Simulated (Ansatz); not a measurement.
# IrO2: the cost of one run

Computed with Ansatz 0.2.0 (DFT, PBE, plane-wave PAW, default files, scalar-relativistic, unless a step's input says otherwise).

### Step 1. Starting point

The structure is tetragonal, space group P4_2/mnm (No. 136). Conventional cell: a = 4.499 Å, b = 4.499 Å, c = 3.146 Å, α = 90.00°, β = 90.00°, γ = 90.00°. Ir (site symmetry mmm) is surrounded by 6 O at 1.98 Å. Around O (site symmetry m2m) lie 3 Ir at 1.98 Å.

As a file:

```
CELL_PARAMETERS angstrom
4.49900 0.00000 0.00000
0.00000 4.49900 0.00000
0.00000 0.00000 3.14600
ATOMIC_POSITIONS crystal
Ir 0.00000 0.00000 0.00000
Ir 0.50000 0.50000 0.50000
O 0.31100 0.31100 0.00000
O 0.18900 0.81100 0.50000
O 0.68900 0.68900 0.00000
O 0.81100 0.18900 0.50000
```

### Step 2. Gradients at the starting positions

File input.yaml:

```yaml
crystal:
  lattice:
    - [4.499, 0.0, 0.0]
    - [0.0, 4.499, 0.0]
    - [0.0, 0.0, 3.146]
  atoms:
    - { symbol: Ir, position: [0.0, 0.0, 0.0], spin: 1.0 }
    - { symbol: Ir, position: [0.5, 0.5, 0.5], spin: 1.0 }
    - { symbol: O, position: [0.311, 0.311, 0.0] }
    - { symbol: O, position: [0.189, 0.811, 0.5] }
    - { symbol: O, position: [0.689, 0.689, 0.0] }
    - { symbol: O, position: [0.811, 0.189, 0.5] }
magnetization:
  spin_polarized: true
kpoints:
  mp_grid: { grid: [7, 7, 10] }
scf:
  occupations: { method: fermi_dirac, width: 0.02 }
hamiltonian:
  xc: pbe
  pseudopotentials: { kind: paw }
output:
  forces: true
  stress: true
  populations: true
  efg:
    quadrupole_moments_barn: { Ir: 0.751, O: -0.02558 }
    contact_densities: true
```

The run is started by

```
$ ansatz run input.yaml --threads 1 --pin off --max-ram 3072MiB --backend cpu --events-out ev --progress --plain --runs-dir out
```

What time and memory should one allow on 1 thread of Intel Xeon 6975P-C (Granite Rapids), shared host?

About 11 s, with a peak of 0.59 GiB.
